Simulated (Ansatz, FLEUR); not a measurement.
**One calculation of BaTiO3, 3 ways**

```
Ba Ti O
1.0
     3.99980    0.00000    0.00000
     0.00000    3.99980    0.00000
     0.00000    0.00000    4.01800
Ba Ti O
1 1 3
Cartesian
  0.0000 0.0000 0.0000
  1.9999 1.9999 1.9688
  0.0000 1.9999 2.0773
  1.9999 0.0000 2.0773
  1.9999 1.9999 0.0763
```

Alike in all runs: task band structure; functional RPBE; k mesh 7 × 7 × 7; occupations fermi-dirac, width 0.05 eV; no spin polarisation; no spin-orbit coupling. Pressure is positive in compression and, in plane waves, holds the error of the finite cutoff, which Ansatz's Pulay term estimates and takes out. Gaps are the smaller of the mesh's and the band path's.

| program and potentials | plane-wave cutoff (eV) | notes | band gap (eV) | pressure (GPa) | largest force (eV/Å) |
| --- | --- | --- | --- | --- | --- |
| Ansatz, Ansatz PAW | 420 | potentials made for PBE, which Ansatz adapts in part; Pulay term of +0.48 GPa included | 1.87 | 6.72 | 0.292 |
| FLEUR, all-electron, FLAPW | - | - | 1.94 | - | - |
| Ansatz, all-electron LAPW, scalar-relativistic | - | - | ? | ? | ? |

Q: Estimate from the other rows what the run with Ansatz, all-electron LAPW, scalar-relativistic gave.

A: Band gap 1.87 eV; pressure 6.66 GPa; largest force 0.305 eV/Å. The other rows, which needn't bracket it: band gap 1.87 to 1.94; pressure 6.72; largest force 0.292.
